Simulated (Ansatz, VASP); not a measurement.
This is a calculation of Al2O3 for VASP 6.6.1.

Contents of INCAR:

```
PREC = Accurate ; ENCUT = 900
EDIFF = 1E-6 ; ISMEAR = -1
SIGMA = 0.05 ; LREAL = F
LASPH = T ; NELM = 80
ALGO = Fast ; ISIF = 2
LWAVE = F ; LCHARG = F
GGA = PE
```

The input KPOINTS:

```
Automatic mesh
0
Gamma
  7 7 3
```

The input POSCAR:

```
Al2O3
1.0
    3.0174825440      0.0000000000      0.0000000000
   -1.5087412720      2.6132165386      0.0000000000
    0.0000000000      0.0000000000      7.5746360022
Al O
2 3
Direct
    0.0000000000      0.0000000000      0.7220490000
    0.0000000000      0.0000000000      0.2779510000
    0.0000000000      0.0000000000      0.5000000000
    0.6666666667      0.3333333333      0.8005460000
    0.3333333333      0.6666666667      0.1994540000
```

The input KPOINTS_OPT:

```
path GMKGALHA,LM,KH
20
line-mode
reciprocal
 0.0000000000  0.0000000000  0.0000000000  G
 0.5000000000  0.0000000000  0.0000000000  M

 0.5000000000  0.0000000000  0.0000000000  M
 0.3333333333  0.3333333333  0.0000000000  K

 0.3333333333  0.3333333333  0.0000000000  K
 0.0000000000  0.0000000000  0.0000000000  G

 0.0000000000  0.0000000000  0.0000000000  G
 0.0000000000  0.0000000000  0.5000000000  A

 0.0000000000  0.0000000000  0.5000000000  A
 0.5000000000  0.0000000000  0.5000000000  L

 0.5000000000  0.0000000000  0.5000000000  L
 0.3333333333  0.3333333333  0.5000000000  H

 0.3333333333  0.3333333333  0.5000000000  H
 0.0000000000  0.0000000000  0.5000000000  A

 0.5000000000  0.0000000000  0.5000000000  L
 0.5000000000  0.0000000000  0.0000000000  M

 0.3333333333  0.3333333333  0.0000000000  K
 0.3333333333  0.3333333333  0.5000000000  H
```

Potentials or basis: VASP PAW PBE potentials, release 64 (Al, O).

Command:

```console
$ cat potpaw_PBE.64/Al/POTCAR potpaw_PBE.64/O/POTCAR > POTCAR
$ mpirun -np 1 vasp_std > vasp.out
```

Task: Translate it to Ansatz 0.2.0. Potentials there: Ansatz PAW.

Result: As run (the cutoff follows the program's own potentials):

Contents of input.yaml:

```yaml
crystal:
  lattice:
    - [3.017482544, 0.0, 0.0]
    - [-1.508741272, 2.6132165386, 0.0]
    - [0.0, 0.0, 7.5746360022]
  atoms:
    - { symbol: Al, position: [0.0, 0.0, 0.722049] }
    - { symbol: Al, position: [0.0, 0.0, 0.277951] }
    - { symbol: O, position: [0.0, 0.0, 0.5] }
    - { symbol: O, position: [0.6666666667, 0.3333333333, 0.800546] }
    - { symbol: O, position: [0.3333333333, 0.6666666667, 0.199454] }
hamiltonian:
  xc: pbe
  pseudopotentials: { kind: paw }
kpoints:
  mp_grid: { grid: [7, 7, 3] }
  band_path:
    path:
      - [[0.0, 0.0, 0.0], [0.5, 0.0, 0.0], [0.3333333333, 0.3333333333, 0.0], [0.0, 0.0, 0.0], [0.0, 0.0, 0.5], [0.5, 0.0, 0.5], [0.3333333333, 0.3333333333, 0.5], [0.0, 0.0, 0.5]]
      - [[0.5, 0.0, 0.5], [0.5, 0.0, 0.0]]
      - [[0.3333333333, 0.3333333333, 0.0], [0.3333333333, 0.3333333333, 0.5]]
    npoints: 14
scf:
  occupations: { method: fermi_dirac, width: 0.05 }
  n_extra_bands: 12
output:
  forces: true
  stress: true
  eigenvalues: true
  fatbands: false
```

Potentials or basis: Ansatz PAW.

The run is started by

```bash
$ ansatz run input.yaml --threads 2 --pin off --max-ram 5632MiB --backend cpu --events-out ev --progress --plain --runs-dir out
```

Both were run:

|  | VASP | Ansatz | Ansatz less VASP |
| --- | --- | --- | --- |
| gap on the k mesh at the Fermi level (eV) | 2.29 | 2.30 | +0.012 |
| least direct gap on the mesh (eV) | 2.29 | 2.30 | +0.012 |
| gap along the band path (eV) | 2.29 | 2.30 | +0.011 |
| pressure (GPa) | -0.5 | -0.5 | -0.05 |
| largest component of the traceless stress (GPa) | 0.32 | 0.13 | -0.193 |
| rms of the force components (eV/Å) | 0.045 | 0.054 | +0.0091 |

Atom by atom the forces differ by 0.017 eV/Å (rms over components).

Caveats: the pressure holds a Pulay correction of +0.6 GPa for the finite cutoff (Ansatz). Expect the measured gap to be larger: semilocal functionals such as PBE lack the derivative discontinuity.
